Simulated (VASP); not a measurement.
# MnO₂, self-consistent run: which settings are enough?

MnO₂, Pmmn (no. 59), 6 atoms in the cell. PBE with TS; PAW potentials Mn_pv, O (PBE set). VASP 6.6.1.

Wanted: energy within 2 meV/atom; pressure within 0.1 GPa.

POSCAR:
```
MnO2
1.0
    2.9041580000      0.0000000000      0.0000000000
    0.0000000000      3.8448100000      0.0000000000
    0.0000000000      0.0000000000      6.1642640000
Mn O
2 4
Direct
    0.5000000000      0.5000000000      0.3433015000
    0.0000000000      0.0000000000      0.6566985000
    0.5000000000      0.0000000000      0.8375675000
    0.0000000000      0.5000000000      0.1624325000
    0.5000000000      0.0000000000      0.4217995000
    0.0000000000      0.5000000000      0.5782005000
```

## Inputs of the Tkatchenko-Scheffler term

| Inputs of the Tkatchenko-Scheffler term | Energy less reference (meV/atom) | Pressure (GPa) | SCF iterations | Time (s) |
|---|---|---|---|---|
| default | 0.0 | -9.26 | 18 | 48 |
| VDW_RADIUS = 15 | 2.8 | -9.18 | 18 | 48 |
| VDW_RADIUS = 100 | -0.1 | -9.26 | 18 | 50 |
| VDW_SR = 0.9 | -28.2 | -9.78 | 18 | 53 |
| VDW_D = 15.0 | -11.9 | -9.51 | 18 | 50 |
| VDW_ALPHA = 63.000 5.400, VDW_C6AU = 552.000 15.600 | 0.0 | -9.26 | 18 | 50 |
| VDW_ALPHA = 63.000 5.400, VDW_C6AU = 607.200 17.160 | -20.2 | -9.54 | 18 | 52 |

Chosen: default; no other choice that stays within half of the tolerance saves 30 % of the time.

## The input

INCAR:
```
PREC = Accurate
ENCUT = 520
EDIFF = 1E-7
ISMEAR = 0
SIGMA = 0.02
LREAL = False
LASPH = True
ALGO = Normal
NELM = 100
ISIF = 2
LWAVE = False
LCHARG = False
ISPIN = 2
MAGMOM = 4 4 0 0 0 0
LORBIT = 11
LMAXMIX = 4
IVDW = 2
```

KPOINTS:
```
k-points
0
Gamma
  7 5 3
```

Commands:
```
cat potpaw_PBE.64/Mn_pv/POTCAR potpaw_PBE.64/O/POTCAR > POTCAR
mpirun -np 1 vasp_std > vasp.out
```

The chosen input took VASP 6.6.1 48 s on 1 core (Intel Xeon 6975P-C (Granite Rapids)), a shared host.
